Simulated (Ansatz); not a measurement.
**Contact densities of NaI against volume**

```
CELL_PARAMETERS angstrom
0.00000 3.23640 3.23640
3.23640 0.00000 3.23640
3.23640 3.23640 0.00000
ATOMIC_POSITIONS crystal
Na 0.00000 0.00000 0.00000
I 0.50000 0.50000 0.50000
```

Atoms are numbered in the order listed.

The cell is COD entry 9008681, as deposited and not checked against the literature; nothing was relaxed.

Spin–orbit coupling is left out, though it moves levels of the heavy atoms by tenths of an eV or more.

All numbers below come from DFT, PBE, all-electron PAW with datasets made for the crystal, scalar-relativistic in Ansatz 0.2.0.

Sampling and basis: a Γ-centred 8×8×8 k mesh, Fermi–Dirac smearing of 0.02 eV, cutoff 260 eV (chosen by the program for this cell), no spin polarisation.

The contact density is the mean electron density over the nuclear volume; its changes set Mössbauer isomer shifts. Changes below are taken from the unscaled cell, where it is 5907.15 e/Å³ at Na1, 1.60372e+06 e/Å³ at I2.

```tsv
V/V(cell)	P (GPa)	Δρ(0) Na1 (e/Å³)	Δρ(0) I2 (e/Å³)
0.9405	1.6	0.13	?
1.0000	0.4	0.00	0.00
1.0600	-0.4	?	?
```

Problem. Give the missing entry: row "0.9405", column "Δρ(0) I2 (e/Å³)".

Solution. -0.71.

Problem. What belongs in the row "1.0600", column "Δρ(0) Na1 (e/Å³)"?

Solution. -0.12.

Problem. Give the missing entry: row "1.0600", column "Δρ(0) I2 (e/Å³)".

Solution. 0.66.

The datasets are made afresh for each cell, so very small changes are uncertain. Scalar relativity leaves out the p1/2 density at heavy nuclei.
